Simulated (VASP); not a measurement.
CsSnI3, 5 atoms in the cell. It takes space group Pm-3m (No. 221, cubic). Conventional cell: a = 6.206 Å, b = 6.206 Å, c = 6.206 Å, α = 90.00°, β = 90.00°, γ = 90.00°. Around Cs (site symmetry m-3m) lie 12 I at 4.39 Å. Around Sn (site symmetry m-3m) lie 6 I at 3.10 Å. I (site symmetry 4/mmm) has 2 Sn at 3.10 Å as nearest neighbours. 

```yaml
Program: VASP 6.6.1
Task: single point
Functional: revPBE
Potentials_or_basis: VASP PAW PBE potentials, release 64 (Cs_sv, Sn_d, I)
Cutoff: 520 eV
k_mesh: 3 × 3 × 3
Occupations: gaussian, width 0.01 eV
Spin: no spin polarisation
Dipole_correction: no
Further_INCAR_settings: ALGO = Normal; EDIFF = 1e-06; NBANDS = 30
```

Potentials or basis: VASP PAW PBE potentials, release 64 (Cs_sv, Sn_d, I).

Run with:

```console
$ cat potpaw_PBE.64/Cs_sv/POTCAR potpaw_PBE.64/Sn_d/POTCAR potpaw_PBE.64/I/POTCAR > POTCAR
$ mpirun -np 1 vasp_std > vasp.out
```

Hardware: 1 thread of Intel(R) Xeon(R) Platinum 8259CL CPU @ 2.50GHz (Skylake/Cascade Lake) (shared host).

Q: Estimate the wall time of this run.

A: Wall time 40 s on 1 thread of Intel(R) Xeon(R) Platinum 8259CL CPU @ 2.50GHz (Skylake/Cascade Lake), on a shared host, peak memory 0.32 GiB. Counts: scf iterations 15, k points 4.
